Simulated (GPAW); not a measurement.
# CdSe (Cadmoselite) (P6_3mc) in GPAW: further runs, part 2 of 2

GPAW 26.7.0.

**3. Equation of state, PBE**

File run.py:

```python
from ase.eos import EquationOfState
from ase.io import Trajectory, read
from ase.units import GPa
from gpaw import GPAW

atoms = read('CdSe.cif')

traj = Trajectory('eos.traj', 'w')
volumes, energies = [], []
for x in [0.94, 0.96, 0.98, 1.0, 1.02, 1.04, 1.06]:
    a = atoms.copy()
    a.set_cell(atoms.cell * x**(1 / 3), scale_atoms=True)
    calc = GPAW(mode='lcao',
                h=0.18,
                basis='dzp',
                xc='PBE',
                kpts={'size': (5, 5, 3), 'gamma': True},
                occupations={'name': 'fermi-dirac', 'width': 0.05},
                convergence={'density': 1e-05, 'energy': 1e-05},
                maxiter=150,
                txt=f'eos-{x:.2f}.txt')
    a.calc = calc
    energies.append(a.get_potential_energy(force_consistent=True))
    volumes.append(a.get_volume())
    calc.write(f'eos-{x:.2f}.gpw')
    traj.write(a)
    print(f'{x:.2f} {volumes[-1]:10.4f} A^3 {energies[-1]:14.6f} eV', flush=True)

v0, e0, B = EquationOfState(volumes, energies, eos='birchmurnaghan').fit()
print(f'V0 = {v0:.4f} A^3, E0 = {e0:.6f} eV, B0 = {B / GPa:.2f} GPa')
```

File CdSe.cif:

```cif
data_CdSe
_cell_length_a 4.30000000
_cell_length_b 4.30000000
_cell_length_c 7.02000000
_cell_angle_alpha 90.00000000
_cell_angle_beta 90.00000000
_cell_angle_gamma 120.00000000
_space_group_name_H-M_alt 'P1'
_space_group_name_Hall 'P 1'
_space_group_IT_number 1
loop_
_space_group_symop_operation_xyz
'x,y,z'
loop_
_atom_site_label
_atom_site_type_symbol
_atom_site_symmetry_multiplicity
_atom_site_Wyckoff_symbol
_atom_site_fract_x
_atom_site_fract_y
_atom_site_fract_z
_atom_site_occupancy
Cd1 Cd 1 a 0.6666666667 0.3333333333 0.5000000000 1
Cd2 Cd 1 a 0.3333333333 0.6666666667 0.0000000000 1
Se1 Se 1 a 0.6666666667 0.3333333333 0.8850000000 1
Se2 Se 1 a 0.3333333333 0.6666666667 0.3850000000 1
```

Potentials or basis: GPAW PAW data sets (gpaw-data 1.2.1), lcao:dzp.

Run with:

```sh
> OMP_NUM_THREADS=1 python run.py
```

The program printed:

```text
__  _  _
 | _ |_)|_||  |
 |__||  | ||/\| - 26.7.0

Input parameters:
  mode=LCAO(),
  basis={'default': 'dzp'},
  convergence={'density': 1e-05, 'energy': 1e-05},
  h=0.18,
  kpts=MonkhorstPack(size=(5, 5, 3), gamma=True),
  maxiter=150,
  occupations=Occupations(name='fermi-dirac', width=0.05),
  xc=XC(name='PBE')

            Se

            Cd
        Se

        Cd

Atoms  # Å, Bohr magnetons
|   | symbol |         x |        y |        z |    initial magnetic moments |
|---|--------|-----------|----------|----------|-----------------------------|
| 0 |     Cd |  2.106110 | 1.215963 | 3.438347 | ( 0.0000,  0.0000,  0.0000) |
| 1 |     Cd | -0.000000 | 2.431927 | 0.000000 | ( 0.0000,  0.0000,  0.0000) |
| 2 |     Se |  2.106110 | 1.215963 | 6.085875 | ( 0.0000,  0.0000,  0.0000) |
| 3 |     Se | -0.000000 | 2.431927 | 2.647527 | ( 0.0000,  0.0000,  0.0000) |

Unit cell  # Å
| periodic |         x |        y |        z |  lengths |     angles |
|----------|-----------|----------|----------|----------|------------|
|      yes |  4.212220 | 0.000000 | 0.000000 | 4.212220 |  90.000000 |
|      yes | -2.106110 | 3.647890 | 0.000000 | 4.212220 |  90.000000 |
|      yes |  0.000000 | 0.000000 | 6.876694 | 6.876694 | 120.000000 |

Number of symmetries: 6
Symmetry operations  # r_c * U_cc + t_c -> r_c
|   | kind |            matrix            |
|---|------|------------------------------|
| 0 |  σ   |  1, 1, 0,  0,-1, 0,  0, 0, 1 |
| 1 |  E   |  1, 0, 0,  0, 1, 0,  0, 0, 1 |
| 2 |  C3  |  0, 1, 0, -1,-1, 0,  0, 0, 1 |
| 3 |  σ   |  0,-1, 0, -1, 0, 0,  0, 0, 1 |
| 4 |  σ   | -1, 0, 0,  1, 1, 0,  0, 0, 1 |
| 5 |  C3  | -1,-1, 0,  1, 0, 0,  0, 0, 1 |

BZ-sampling:
  Number of BZ points: 75
  Number of IBZ points: 12

  Monkhorst-Pack size: [5, 5, 3]
  Monkhorst-Pack shift: [0, 0, 0]

K-points  # in reciprocal-cell coordinates
|     |                                coordinates |     weight |
|-----|--------------------------------------------|------------|
|   0 | (  0.00000000,   0.00000000,   0.00000000) | 0.01333333 |
|   1 | (  0.00000000,   0.00000000,   0.33333333) | 0.02666667 |
|   2 | (  0.20000000,   0.00000000,  -0.33333333) | 0.08000000 |
|   3 | (  0.20000000,   0.00000000,   0.00000000) | 0.08000000 |
|   4 | (  0.20000000,   0.00000000,   0.33333333) | 0.08000000 |
|   5 | (  0.40000000,  -0.20000000,   0.00000000) | 0.08000000 |
|   6 | (  0.40000000,  -0.20000000,   0.33333333) | 0.16000000 |
|   7 | (  0.40000000,   0.00000000,  -0.33333333) | 0.08000000 |
|   8 | (  0.40000000,   0.00000000,   0.00000000) | 0.08000000 |
|   9 | (  0.40000000,   0.00000000,   0.33333333) | 0.08000000 |
| ... |                                            |            |
|  11 | (  0.40000000,   0.40000000,   0.33333333) | 0.16000000 |

basis functions: 68
Spin-components: 1 (collinear spins)
Bands:           26
Projectors:      22
Spin-degeneracy: 2
Datatype:        <class 'complex'>

Parallelization:
  kpt:    1
  domain: 1
  band:   1

Density:
  Valence electrons: 36.0
  Components: 1
  Grid points: [20 20 40]
  Charge: 0.0  # |e|

Potential:
  Grid points: [20 20 40]

species:
  Cd:
    name:    Cadmium
    Z:       48.0
    valence: 12
    core:    36
    charge:  0.0  # [|e|]
    compensation charges:
      type: gauss
      rc: 0.38  # [Å]
      lmax: 2
    cutoffs:
      filter: 2.12  # [Å]
      core: 2.62  # [Å]
    projectors
    | kind |    occ | energy [eV] | rcut [Å] |
    |------|--------|-------------|----------|
    |   5s |  2.000 |      -5.655 |    1.191 |
    |   5p |  0.000 |      -1.186 |    1.228 |
    |   4d | 10.000 |     -11.739 |    1.164 |
    |    s |        |      21.556 |    1.191 |
    |    p |        |      26.026 |    1.228 |
    |    d |        |      15.473 |    1.164 |

    LCAO basis set for Cd:
      Name: dzp
      File: <dir>
      Number of radial functions: 7
[... 112 lines left out ...]

K-points  # in reciprocal-cell coordinates
|     |                                coordinates |     weight |
|-----|--------------------------------------------|------------|
|   0 | (  0.00000000,   0.00000000,   0.00000000) | 0.01333333 |
|   1 | (  0.00000000,   0.00000000,   0.33333333) | 0.02666667 |
|   2 | (  0.20000000,   0.00000000,  -0.33333333) | 0.08000000 |
|   3 | (  0.20000000,   0.00000000,   0.00000000) | 0.08000000 |
|   4 | (  0.20000000,   0.00000000,   0.33333333) | 0.08000000 |
|   5 | (  0.40000000,  -0.20000000,   0.00000000) | 0.08000000 |
|   6 | (  0.40000000,  -0.20000000,   0.33333333) | 0.16000000 |
|   7 | (  0.40000000,   0.00000000,  -0.33333333) | 0.08000000 |
|   8 | (  0.40000000,   0.00000000,   0.00000000) | 0.08000000 |
|   9 | (  0.40000000,   0.00000000,   0.33333333) | 0.08000000 |
| ... |                                            |            |
|  11 | (  0.40000000,   0.40000000,   0.33333333) | 0.16000000 |

basis functions: 68
Spin-components: 1 (collinear spins)
Bands:           26
Projectors:      22
Spin-degeneracy: 2
Datatype:        <class 'complex'>

Parallelization:
  kpt:    1
  domain: 1
  band:   1

Density:
  Valence electrons: 36.0
  Components: 1
  Grid points: [20 20 40]
  Charge: 0.0  # |e|

Potential:
  Grid points: [20 20 40]

species:
  Cd:
    name:    Cadmium
    Z:       48.0
    valence: 12
    core:    36
    charge:  0.0  # [|e|]
    compensation charges:
      type: gauss
      rc: 0.38  # [Å]
      lmax: 2
    cutoffs:
      filter: 2.12  # [Å]
      core: 2.62  # [Å]
    projectors
    | kind |    occ | energy [eV] | rcut [Å] |
    |------|--------|-------------|----------|
    |   5s |  2.000 |      -5.655 |    1.191 |
    |   5p |  0.000 |      -1.186 |    1.228 |
    |   4d | 10.000 |     -11.739 |    1.164 |
    |    s |        |      21.556 |    1.191 |
    |    p |        |      26.026 |    1.228 |
    |    d |        |      15.473 |    1.164 |

    LCAO basis set for Cd:
      Name: dzp
      File: <dir>
      Number of radial functions: 7
      Number of spherical harmonics: 21
        l=0, rc=8.5781 Bohr: 5s-sz confined orbital
        l=1, rc=12.6406 Bohr: 5p-sz confined orbital
        l=2, rc=4.9062 Bohr: 4d-sz confined orbital
        l=0, rc=5.0625 Bohr: 5s-dz split-valence wave
        l=1, rc=7.7188 Bohr: 5p-dz split-valence wave
        l=2, rc=2.9844 Bohr: 4d-dz split-valence wave
        l=1, rc=8.5781 Bohr: p-type Gaussian polarization
      Number of RI-basis functions 0

  Se:
    name:    Selenium
    Z:       34.0
    valence: 6
    core:    28
    charge:  0.0  # [|e|]
    compensation charges:
      type: gauss
      rc: 0.27  # [Å]
      lmax: 2
    cutoffs:
      filter: 1.77  # [Å]
      core: 2.67  # [Å]
    projectors
    | kind |    occ | energy [eV] | rcut [Å] |
    |------|--------|-------------|----------|
    |   4s |  2.000 |     -17.277 |    0.847 |
    |   4p |  4.000 |      -6.512 |    1.005 |
    |    s |        |       9.935 |    0.847 |
    |    p |        |      20.699 |    1.005 |
    |    d |        |       0.000 |    0.847 |

    LCAO basis set for Se:
      Name: dzp
      File: <dir>
      Number of radial functions: 5
      Number of spherical harmonics: 13
        l=0, rc=5.7344 Bohr: 4s-sz confined orbital
        l=1, rc=7.2656 Bohr: 4p-sz confined orbital
        l=0, rc=3.1875 Bohr: 4s-dz split-valence wave
        l=1, rc=4.2188 Bohr: 4p-dz split-valence wave
        l=2, rc=7.2656 Bohr: d-type Gaussian polarization
      Number of RI-basis functions 0

Reference energy: -436553.300934  # eV

eigensolver:
  <gpaw.new.lcao.eigensolver.LCAOEigensolver object>
density mixing:
  MSR1-Mixer
  Pratt-step length: 0.05
  Maximum mixing coefficient: 0.75
  Old densities: 10
  SVD Regularization: 0.005
  Good broyden scale: 1.0
  Trust region scale: 1.0
  Backstep threshold: 4.0
  History deletion threshold: 6.0
  Fourier metric: weight=20.0, sigma=0.015

occupation numbers:
  Fermi-Dirac:
    width: 0.0500  # eV

FastPoissonSolver using
    Stencil: 8*3+1=25 point O(h^6) finite-difference Laplacian
    FFT axes: [np.int64(0), np.int64(1), np.int64(2)]
    FST axes: []

xc functional:
  name: PBE with 2 nearest neighbor stencil
interpolation: tri-quintic # 5. degree polynomial

convergence criteria:
- Maximum integral of absolute [dens]ity change: 1e-05 electrons / valence electron
- Maximum [total energy] change in last 3 cyles: 1e-05 eV / valence electron
- Maximum integral of absolute [eigenst]ate change: 4e-08 eV^2 / valence electron
maximum number of iterations: 150

SCF iterations
|iter     | |      energy | eigst |  dens |
|---------|-|-------------|-------|-------|
|iter:   1| |  -10.163317 |      c|       |
|iter:   2| |  -10.083851 |      c| -1.34 |
|iter:   3| |   -9.788500 |      c| -1.38 |
|iter:   4| |   -9.785138 |      c| -1.90 |
|iter:   5| |   -9.784461 |      c| -2.37 |
|iter:   6| |   -9.784459 |      c| -3.63 |
|iter:   7| |   -9.784459c|      c| -4.09 |
|iter:   8| |   -9.784459c|      c| -5.62c|

Converged in 8 steps
Energy contributions relative to reference atoms: (reference = -436553.300934)

Energy contributions:
  Kinetic:          55.205544
  Coulomb:         -47.512595
  Zero:              0.196920
  External:          0.000000
  Xc:              -17.674324
  Entropy:          -0.000008
  Spinorbit:         0.000000
  ----------------------------
  Free energy:      -9.784463
  Extrapolated:     -9.784459

dipole moment: (-0.000000, 0.000000, -17.747761)  # |e|*Ang

Fermi level: 4.808
Eigenvalues  # (at kpt = [0.000, 0.000, 0.000])
| band index |      eig [eV] | occ [0-2] |
|------------|---------------|-----------|
|          0 |        -8.630 |     2.000 |
|        ... |               |           |
|         10 |        -3.240 |     2.000 |
|         11 |        -2.921 |     2.000 |
|         12 |        -0.291 |     2.000 |
|         13 |         3.545 |     2.000 |
|         14 |         3.546 |     2.000 |
|         15 |         4.333 |     2.000 |
[... 8 lines left out ...]
|         24 |        11.598 |     0.000 |
|         25 |        12.428 |     0.000 |

Gap: 0.855 eV
Transition (v -> c):
  (s=0, k=0, n=17, [0.00, 0.00, 0.00]) -> (s=0, k=0, n=18, [0.00, 0.00, 0.00])
No difference between direct/indirect transitions
# Writing to eos-0.94.gpw (mode='')
```

It took 4.6 min on 1 thread of Intel Xeon Platinum 8488C (Sapphire Rapids), shared host; peak memory 0.34 GiB.

Results:

```
Equilibrium volume                        : 29.62 Å³/atom
Bulk modulus at fixed shape and positions : 44 GPa
Pressure derivative of the bulk modulus   : 5.0
```

Energy against volume, from the lowest point:
```
volume (Å³/atom)  energy (meV/atom)
          26.416              59.75
          26.978              38.93
          27.540              23.08
          28.102              11.75
          28.665               4.42
          29.227               0.62
          29.789               0.00
```

Caveat: the cell was scaled at fixed shape and fractional positions, which overstates the stiffness of a crystal with free parameters, most of all of layers and chains; the basis of atomic orbitals isn't converged, which shifts pressures, moduli and gaps.

**4. Against experiment**

Step 2. Measured gap of CdSe: 1.841 eV (2 K; a printed reference work, data compilation). This calculation gives 0.65 eV (-1.19 eV). So large a miss can be the level of theory's own, or it may mean another phase, state or a wrong row. The value is that of vdW-DF, without temperature or zero-point motion.
